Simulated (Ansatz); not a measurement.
Crystal: Cs.

```xyz
1
Lattice="0.0000 3.9483 3.9483 3.9483 0.0000 3.9483 3.9483 3.9483 0.0000" Properties=species:S:1:pos:R:3 pbc="T T T"
Cs    0.0000    0.0000    0.0000
```

This isn't the form of Cs at room conditions, which is bcc.

```yaml
Program: Ansatz 0.2.0
Task: relaxation of cell and atoms
Functional: PBE
Dispersion: D3(BJ)-ATM
Potentials_or_basis: Ansatz PAW
Cutoff: "420 eV (not typed: the program's choice for these potentials)"
k_mesh: 6 × 6 × 6
Occupations: fermi-dirac, width 0.05 eV
Spin: no spin polarisation
```

At the start: volume 123.10 Å³/atom.

Question: How do energy, volume and symmetry change on relaxing?

Answer: It ends after 5 steps and the volume is 112.35 Å³/atom (-8.7 %); space group Fm-3m (No. 225, to 0.05 Å).

Step by step:
```
step  energy change (eV)  largest force (eV/Å)  volume (Å³)
   1              0.0000                0.0000       123.10
   2             -0.0008                0.0000       122.35
   3             -0.0061                0.0000       110.99
   4             -0.0062                0.0000       112.35
   5             -0.0061                0.0000       112.35
```

Final structure:
```
CELL_PARAMETERS angstrom
0.00000 3.82984 3.82984
3.82984 0.00000 3.82984
3.82984 3.82984 0.00000
ATOMIC_POSITIONS crystal
Cs 0.00000 0.00000 0.00000
```

Caveat: the plane-wave basis is chosen anew once the cell has moved, so the energies of steps on either side of that aren't comparable; pairwise dispersion overbinds metals, which lowers pressure and volume.
